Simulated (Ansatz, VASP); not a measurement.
**One calculation of Ni, two programs**

```
CELL_PARAMETERS angstrom
-1.33769 1.33769 1.48058
1.33769 -1.33769 1.48058
1.33769 1.33769 -1.48058
ATOMIC_POSITIONS crystal
Ni 0.00000 0.00000 0.00000
```

Change from the starting cell: stretched by +7 % along [0.0, 0.0, 1.0] at fixed volume; collinear moments without spin-orbit coupling, LAPW.

Alike in both runs: task single point; functional PBE; k mesh 13 × 13 × 13; occupations fermi-dirac, width 0.05 eV; collinear spin.

```csv
,VASP,Ansatz
version,VASP 6.6.1,Ansatz 0.2.0
potentials or method,"VASP PAW PBE potentials, release 64 (Ni), cutoff 520 eV","all-electron LAPW, scalar-relativistic"
```

VASP gave:

```
net moment per atom (μB)                                      : 0.58
size of the moment on the site where the two differ most (μB) : 0.59
```

Question: Which values does Ansatz return?

Answer: net moment per atom (μB): 0.59; size of the moment on the site where the two differ most (μB): 0.61.

Site moments also hang on the region over which each program counts them. Ansatz ran all-electron here, so the differences hold the error of VASP's frozen core and of both bases.
